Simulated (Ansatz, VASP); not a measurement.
Given: the input of a run of Ansatz 0.2.0 on Ru.

Contents of input.yaml:

```yaml
crystal:
  lattice:
    - [2.7058, 0.0, 0.0]
    - [-1.3529, 2.3432915376, 0.0]
    - [0.0, 0.0, 4.2819]
  atoms:
    - { symbol: Ru, position: [0.6666666667, 0.3333333333, 0.75] }
    - { symbol: Ru, position: [0.3333333333, 0.6666666667, 0.25] }
hamiltonian:
  xc: pbe
  pseudopotentials: { kind: paw }
kpoints:
  mp_grid: { grid: [11, 11, 6] }
scf:
  occupations: { method: gaussian, width: 0.1 }
output:
  forces: true
  stress: true
  eigenvalues: true
```

Potentials or basis: Ansatz PAW.

The run is started by

```console
$ ansatz run input.yaml --threads 2 --pin off --max-ram 5632MiB --backend cpu --events-out ev --progress --plain --runs-dir out
```

Question: Translate it to VASP 6.6.1. Potentials there: VASP PAW PBE potentials, release 64 (Ru_sv_GW).

Answer: As run (the cutoff follows the program's own potentials):

The input run.py:

```python
from ase.calculators.vasp import Vasp
from ase.dft.bandgap import bandgap
from ase.io import read

atoms = read('POSCAR')
calc = Vasp(
    directory='calc',
    xc='pbe',
    pp='PBE',
    setups='gw',
    prec='Accurate',
    encut=550,
    ediff=1e-07,
    ismear=0,
    sigma=0.1,
    lreal=False,
    lasph=True,
    nelm=100,
    algo='Normal',
    isif=2,
    lwave=False,
    lcharg=False,
    kpts=[11, 11, 6],
    gamma=True,
    nbands=23,
)
atoms.calc = calc

print('energy (eV):', atoms.get_potential_energy())
print('free energy (eV):', atoms.get_potential_energy(force_consistent=True))
print('forces (eV/A):')
print(atoms.get_forces())
print('stress (eV/A^3, Voigt):', atoms.get_stress())
print('Fermi level (eV):', calc.get_fermi_level())
gap, top, bottom = bandgap(calc)
print('band gap (eV):', gap, 'from (spin, k, band)', top, 'to', bottom)
```

File POSCAR:

```
Ru
1.0
    2.7058000000      0.0000000000      0.0000000000
   -1.3529000000      2.3432915376      0.0000000000
    0.0000000000      0.0000000000      4.2819000000
Ru
2
Direct
    0.6666666667      0.3333333333      0.7500000000
    0.3333333333      0.6666666667      0.2500000000
```

Potentials or basis: VASP PAW PBE potentials, release 64 (Ru_sv_GW).

The run is started by

```console
$ python run.py
```

Both were run:

|  | VASP | Ansatz | Ansatz less VASP |
| --- | --- | --- | --- |
| gap on the k mesh at the Fermi level (eV) | none | none | - |
| pressure (GPa) | 2.4 | 4.6 | +2.18 |
| largest component of the traceless stress (GPa) | 0.08 | 0.04 | -0.039 |

A gap of «none» marks a metal or a gap that the smearing closes.
